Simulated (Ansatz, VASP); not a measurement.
Two plane-wave programs on MnO

```
CELL_PARAMETERS angstrom
0.00000 2.40035 2.40035
2.40035 0.00000 2.40035
2.40035 2.40035 0.00000
ATOMIC_POSITIONS crystal
Mn 0.00000 0.00000 0.00000
O 0.25000 0.25000 0.25000
```

Measurements of this composition are mostly on another form, of space group No. 225.

Alike in both runs: task single point; functional r2SCAN; k mesh 12 × 12 × 12; occupations gaussian, width 0.05 eV; collinear spin.

|  | VASP | Ansatz |
| --- | --- | --- |
| version | VASP 6.6.1 | Ansatz 0.2.0 |
| potentials or method | VASP PAW PBE potentials, release 64 (Mn_pv, O) | scalar-relativistic, plane waves, PAW |
| plane-wave cutoff (eV) | 520 | 500 |
| valence electrons in the cell | 19 | 21 |

```csv
,VASP,Ansatz,Ansatz less VASP
pressure (GPa),-2.0,-2.4,-0.45
net moment per atom (μB),2.50,2.50,0.000
size of the moment on the site where the two differ most (μB),4.50,4.07,-0.427
```

Site moments also hang on the region over which each program counts them. The two sets of potentials don't hold the same shells in valence. Ansatz warned: «stability_check_not_made».

Caveats: the PAW data sets were made with another functional, which shifts forces and pressure a little (VASP); a cell with one magnetic atom can't hold antiferromagnetic order, which such compounds often take; semilocal functionals often make such compounds metallic where correlation or magnetic order opens a gap, which also shifts bond lengths. With open d or f shells a metallic result of r2SCAN can be an artefact of self-interaction; +U or a hybrid may open a gap.
